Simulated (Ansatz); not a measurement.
# Te2Mo: rattled cells

This session takes Te2Mo and sets out to see what random moves of the atoms cost.

Method: DFT r2SCAN, scalar-relativistic, plane waves, PAW, in Ansatz 0.2.0.

**1. The system as given**

Symmetry: P-6m2, No. 187, hexagonal system. Conventional cell: a = 3.560 Å, b = 3.560 Å, c = 17.524 Å, α = 90.00°, β = 90.00°, γ = 120.00°. Around Te (site symmetry 3m) lie 3 Mo at 2.73 Å. Mo (site symmetry -6m2) has 6 Te at 2.73 Å as nearest neighbours.

As a file:

```cif
data_structure
_symmetry_space_group_name_H-M 'P 1'
_symmetry_Int_Tables_number 1
_cell_length_a 3.5602
_cell_length_b 3.5602
_cell_length_c 17.5241
_cell_angle_alpha 90.000
_cell_angle_beta 90.000
_cell_angle_gamma 120.000
_cell_volume 192.36
loop_
_atom_site_label
_atom_site_type_symbol
_atom_site_fract_x
_atom_site_fract_y
_atom_site_fract_z
_atom_site_occupancy
Te1 Te 0.33333 0.66667 0.89786 1
Te2 Te 0.33333 0.66667 0.10214 1
Mo1 Mo 0.00000 0.00000 0.00000 1
```

It goes back to an entry of the Materials Project, which need not be the stable form.

The cell is taken as given, not relaxed at this level.

**2. The undisturbed cell**

File input.yaml:

```yaml
crystal:
  lattice:
    - [3.560232814, 0.0, 0.0]
    - [-1.780116407, 3.0832520603, 0.0]
    - [0.0, 0.0, 17.52405782]
  atoms:
    - { symbol: Te, position: [0.3333333333, 0.6666666667, 0.89785545] }
    - { symbol: Te, position: [0.3333333333, 0.6666666667, 0.10214455] }
    - { symbol: Mo, position: [0.0, 0.0, 0.0] }
basis:
  ecutwfc: 500
kpoints:
  mp_grid: { grid: [12, 12, 2] }
hamiltonian:
  xc: r2scan
scf:
  occupations: { method: gaussian, width: 0.05 }
output:
  forces: true
  stress: true
  eigenvalues: true
```

Command:

```bash
$ ansatz run input.yaml --threads 2 --pin off --max-ram 5120MiB --backend cpu --events-out ev --progress --plain --runs-dir out
```

**3. The scan: rattled cells**

All atoms are moved at random with no net shift, in some cells together with a random strain.

**4. rms move = 0.377 Å**

File input.yaml:

```yaml
crystal:
  lattice:
    - [3.5684149421, -0.0121721911, -0.0578520054]
    - [-1.7947488978, 3.1109631435, 0.0250715692]
    - [-0.284757189, -0.0219071666, 17.567745547]
  atoms:
    - { symbol: Te, position: [0.3485251944, 0.7094168539, 0.8949931235] }
    - { symbol: Te, position: [0.2165303983, 0.5903077852, 0.0869739661] }
    - { symbol: Mo, position: [0.101611074, 0.0336086942, 0.0180329104] }
basis:
  ecutwfc: 500
kpoints:
  mp_grid: { grid: [12, 12, 2] }
hamiltonian:
  xc: r2scan
scf:
  occupations: { method: gaussian, width: 0.05 }
output:
  forces: true
  stress: true
  eigenvalues: true
```

**5. At rms move = 0.232 Å**

File input.yaml:

```yaml
crystal:
  lattice:
    - [3.560232814, 0.0, 0.0]
    - [-1.780116407, 3.0832520603, 0.0]
    - [0.0, 0.0, 17.52405782]
  atoms:
    - { symbol: Te, position: [0.312021147, 0.6711749057, 0.8926223569] }
    - { symbol: Te, position: [0.266789405, 0.6390927124, 0.0989547803] }
    - { symbol: Mo, position: [0.0878561147, 0.0230657153, 0.0084228628] }
basis:
  ecutwfc: 500
kpoints:
  mp_grid: { grid: [12, 12, 2] }
hamiltonian:
  xc: r2scan
scf:
  occupations: { method: gaussian, width: 0.05 }
output:
  forces: true
  stress: true
  eigenvalues: true
```

**6. At rms move = 0.213 Å**

File input.yaml:

```yaml
crystal:
  lattice:
    - [3.560232814, 0.0, 0.0]
    - [-1.780116407, 3.0832520603, 0.0]
    - [0.0, 0.0, 17.52405782]
  atoms:
    - { symbol: Te, position: [0.2800108727, 0.6314925018, 0.895672264] }
    - { symbol: Te, position: [0.3339378806, 0.6778269334, 0.0919207209] }
    - { symbol: Mo, position: [0.0527179134, 0.0240138981, 0.0124070151] }
basis:
  ecutwfc: 500
kpoints:
  mp_grid: { grid: [12, 12, 2] }
hamiltonian:
  xc: r2scan
scf:
  occupations: { method: gaussian, width: 0.05 }
output:
  forces: true
  stress: true
  eigenvalues: true
  write_density: true
  write_potential: true
  elf: true
  volumetric_format: npy
```

**7. Point rms move = 0.052 Å**

File input.yaml:

```yaml
crystal:
  lattice:
    - [3.3929934587, 0.1830866187, -0.065108169]
    - [-1.5379390664, 2.886093233, -0.0949809528]
    - [-0.3204732326, -0.7248617125, 15.7322148073]
  atoms:
    - { symbol: Te, position: [0.3473338759, 0.6770562218, 0.9008341123] }
    - { symbol: Te, position: [0.3332908305, 0.6642380908, 0.1009959863] }
    - { symbol: Mo, position: [-0.0139580398, -0.0079609793, -0.0018300986] }
basis:
  ecutwfc: 500
kpoints:
  mp_grid: { grid: [12, 12, 2] }
hamiltonian:
  xc: r2scan
scf:
  occupations: { method: gaussian, width: 0.05 }
output:
  forces: true
  stress: true
  eigenvalues: true
```

**8. At rms move = 0.117 Å**

File input.yaml:

```yaml
crystal:
  lattice:
    - [3.5059039229, 0.0413471695, -0.1743559757]
    - [-1.7171442623, 2.5747624659, 0.0421411799]
    - [-0.8582090999, -0.2559724639, 15.8561427123]
  atoms:
    - { symbol: Te, position: [0.3155811792, 0.6748720572, 0.8972881228] }
    - { symbol: Te, position: [0.3649419999, 0.7006113227, 0.1003270144] }
    - { symbol: Mo, position: [-0.0138565124, -0.0421500465, 0.0023848627] }
basis:
  ecutwfc: 500
kpoints:
  mp_grid: { grid: [12, 12, 2] }
hamiltonian:
  xc: r2scan
scf:
  occupations: { method: gaussian, width: 0.05 }
output:
  forces: true
  stress: true
  eigenvalues: true
```

**9. Point rms move = 0.135 Å**

File input.yaml:

```yaml
crystal:
  lattice:
    - [3.560232814, 0.0, 0.0]
    - [-1.780116407, 3.0832520603, 0.0]
    - [0.0, 0.0, 17.52405782]
  atoms:
    - { symbol: Te, position: [0.3221089277, 0.6241354288, 0.8920232255] }
    - { symbol: Te, position: [0.3518854459, 0.7122058449, 0.1055357749] }
    - { symbol: Mo, position: [-0.007327707, -0.0030079403, 0.0024409997] }
basis:
  ecutwfc: 500
kpoints:
  mp_grid: { grid: [12, 12, 2] }
hamiltonian:
  xc: r2scan
scf:
  occupations: { method: gaussian, width: 0.05 }
output:
  forces: true
  stress: true
  eigenvalues: true
```

**10. At rms move = 0.202 Å**

File input.yaml:

```yaml
crystal:
  lattice:
    - [3.5683704086, -0.050374839, 0.0238865738]
    - [-1.8278110946, 3.1093353387, -0.0329114783]
    - [0.1175736874, -0.1191754005, 18.2295389017]
  atoms:
    - { symbol: Te, position: [0.2943973904, 0.626344412, 0.8843861787] }
    - { symbol: Te, position: [0.3436716897, 0.6658227732, 0.1084078417] }
    - { symbol: Mo, position: [0.0285975866, 0.0411661481, 0.0072059796] }
basis:
  ecutwfc: 500
kpoints:
  mp_grid: { grid: [12, 12, 2] }
hamiltonian:
  xc: r2scan
scf:
  occupations: { method: gaussian, width: 0.05 }
output:
  forces: true
  stress: true
  eigenvalues: true
```

**11. rms move = 0.204 Å**

File input.yaml:

```yaml
crystal:
  lattice:
    - [3.5647507477, -0.0154244482, -0.0209874545]
    - [-1.7957333379, 3.1046397268, -0.0011168618]
    - [-0.1033037404, -0.0659902694, 17.3016318289]
  atoms:
    - { symbol: Te, position: [0.3671585016, 0.7430726985, 0.9049793876] }
    - { symbol: Te, position: [0.33183925, 0.635374459, 0.1033077838] }
    - { symbol: Mo, position: [-0.0323310849, -0.0451138242, -0.0082871713] }
basis:
  ecutwfc: 500
kpoints:
  mp_grid: { grid: [12, 12, 2] }
hamiltonian:
  xc: r2scan
scf:
  occupations: { method: gaussian, width: 0.05 }
output:
  forces: true
  stress: true
  eigenvalues: true
  write_density: true
  write_potential: true
  elf: true
  volumetric_format: npy
```

(Steps that only read results are left out.)

**Question.** What will these runs give?

**Answer**, as computed:

```
      quantity                                      value
costliest cell  1796.4 meV/atom at an rms move of 0.377 Å
```

The cost runs from 76.4 to 1796.4 meV/atom. Energy over the square of the rms move lies between 4.2 and 259.6 eV/Å² per atom; a harmonic solid under isotropic random moves would keep it roughly constant, while strain and close contacts change it. The gap on the mesh, 1.12 eV at the start, reads zero at rms move = 0.213. Spin-orbit coupling is left out, which matters for the bands of Te. The cell holds empty space of several Å, a single layer or slab in vacuum, so volume, pressure and the long edge depend on that space.
